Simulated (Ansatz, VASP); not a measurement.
One calculation of Bi, two programs

```
CELL_PARAMETERS angstrom
2.24515 1.29624 3.83884
-2.24515 1.29624 3.83884
0.00000 -2.59248 3.83884
ATOMIC_POSITIONS crystal
Bi 0.23711 0.23711 0.23711
Bi 0.76289 0.76289 0.76289
```

Alike in both runs: task single point; functional LDA; k mesh 7 × 7 × 7; occupations fermi-dirac, width 0.1 eV; no spin polarisation.

|  | VASP | Ansatz |
| --- | --- | --- |
| version | VASP 6.6.1 | Ansatz 0.2.0 |
| potentials or method | VASP PAW LDA potentials, release 64 (Bi_d) | plane waves (420 eV) with PAW, scalar-relativistic |
| plane-wave cutoff (eV) | 520 | 420 |
| valence electrons in the cell | 30 | 30 |

|  | VASP | Ansatz | Ansatz less VASP |
| --- | --- | --- | --- |
| pressure (GPa) | 0.0 | -0.1 | -0.09 |
| largest component of the traceless stress (GPa) | 0.20 | 0.18 | -0.017 |

Ansatz warned: «pseudo_functional_mismatch».
